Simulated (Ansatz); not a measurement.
Crystal: Te.

```xyz
4
Lattice="5.2233 0.0000 0.0000 0.0000 5.2233 0.0000 0.0000 0.0000 5.2233" Properties=species:S:1:pos:R:3 pbc="T T T"
Te    4.5704    0.6529    3.2645
Te    1.9587    1.9587    1.9587
Te    0.6529    3.2645    4.5704
Te    3.2645    4.5704    0.6529
```

The cell was built by a generator and needn't be a form met in nature.

Base run:

| Property | Result |
| --- | --- |
| Program | Ansatz 0.2.0 |
| Functional | LDA |
| Potentials or basis | Ansatz PAW |
| Cutoff | 420 eV |
| Density cutoff | 1680 eV |
| k mesh | 4 × 4 × 4 |
| Occupations | fermi-dirac, width 0.05 eV |
| Spin | no spin polarisation |

Its results: band gap on the k mesh none (metal or under the smearing width); pressure -2.9 GPa.

Question: The run is repeated on the same cell with these changes: functional from LDA to RPBE. What comes out?

Answer: Band gap on the k mesh none (metal or under the smearing width); pressure 1.3 GPa.

RPBE binds less tightly than LDA, so the same cell stands under more pressure.

Caveats: the PAW data sets come from PBE, with cores solved anew for the run's functional, which leaves a small shift of forces and pressure; the potentials were made for another functional, which shifts forces and pressure (some runs).

Not every run made on this cell is shown here.
